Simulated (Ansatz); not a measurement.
Write the native input for Ansatz 0.2.0 that does the following.

| Property | Result |
| --- | --- |
| Task | single point |
| Functional | PBE |
| Potentials or basis | Ansatz PAW |
| Cutoff | 420 eV (not typed: the program's choice for these potentials) |
| k mesh | 9 × 9 × 9 |
| Occupations | fermi-dirac, width 0.05 eV |
| Spin | collinear spin, ferromagnetic start |
| Starting moments | [1.5, 0.0] μB |
| Fixed moment | 1.5 μB |

Crystal: CoO.

```
Co O
1.0
     1.50547    0.86918    2.43993
    -1.50547    0.86918    2.43993
     0.00000   -1.73837    2.43993
Co O
1 1
Direct
  0.00000 0.00000 0.00000
  0.50000 0.50000 0.50000
```

The cell is a database's computed one.

The input as run:

input.yaml

```yaml
crystal:
  lattice:
    - [1.5054695445, 0.8691832468, 2.4399269062]
    - [-1.5054695445, 0.8691832468, 2.4399269062]
    - [0.0, -1.7383664936, 2.4399269062]
  atoms:
    - { symbol: Co, position: [0.0, 0.0, 0.0], spin: 1.5 }
    - { symbol: O, position: [0.5, 0.5, 0.5] }
hamiltonian:
  xc: pbe
  pseudopotentials: { kind: paw }
magnetization:
  spin_polarized: true
  initial_magnetization: 1.5
  spin_locking: { lock_magnetization: hard }
kpoints:
  mp_grid: { grid: [9, 9, 9] }
scf:
  occupations: { method: fermi_dirac, width: 0.05 }
  lower_state_search: "off"
output:
  forces: true
  stress: true
  eigenvalues: true
```

Potentials or basis: Ansatz PAW.

Command:

```sh
$ ansatz run input.yaml --threads 2 --pin off --max-ram 5632MiB --backend cpu --events-out ev --progress --plain --runs-dir out
```

It gave:

The pressure is -10.9 GPa, the net moment is 1.50 μB per cell and the absolute moment is 1.52 μB per cell. The site moments are Co +1.40; O +0.01 μB.

Caveat: the pressure holds a Pulay correction of +0.7 GPa for the finite cutoff; the total moment is fixed, so each spin has its own Fermi level; a cell with one magnetic atom can't hold antiferromagnetic order, which such compounds often take; the thresholds are loose for stress.

Wall time 2.2 s on 2 threads of Arm Neoverse V2, with other jobs on the host, peak memory 0.29 GiB.
